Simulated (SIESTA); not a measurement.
WC (Qusongite):

```
W C
1.0
     2.90650    0.00000    0.00000
    -1.45325    2.51710    0.00000
     0.00000    0.00000    2.83660
W C
1 1
Direct
  0.00000 0.00000 0.00000
  0.66667 0.33333 0.50000
```

Base run:

* Program: SIESTA 5.4.2
* Functional: BLYP
* Potentials or basis: PseudoDojo 0.4 standard (PBE files)
* Basis: DZP (energy shift 0.003 Ry; two zetas on semicore shells)
* Grid cutoff: 800 Ry
* Energy shift: 0.003 Ry
* k mesh: 10 × 10 × 9
* Occupations: fermi-dirac, width 0.05 eV
* Spin: no spin polarisation

Its results: band gap on the k mesh none (metal or under the smearing width); pressure 24.9 GPa.

The run is repeated on the same cell with these changes: functional from BLYP to PBE. What comes out?

Band gap on the k mesh none (metal or under the smearing width); pressure 11.6 GPa.

PBE binds more tightly than BLYP, so the same cell stands under less pressure.

Caveats: short orbitals over semicore shells can move pressures by several GPa; the basis of atomic orbitals isn't converged, which shifts pressures, moduli and gaps; the potentials were made for another functional, which shifts forces and pressure (some runs).

Not every run made on this cell is shown here.
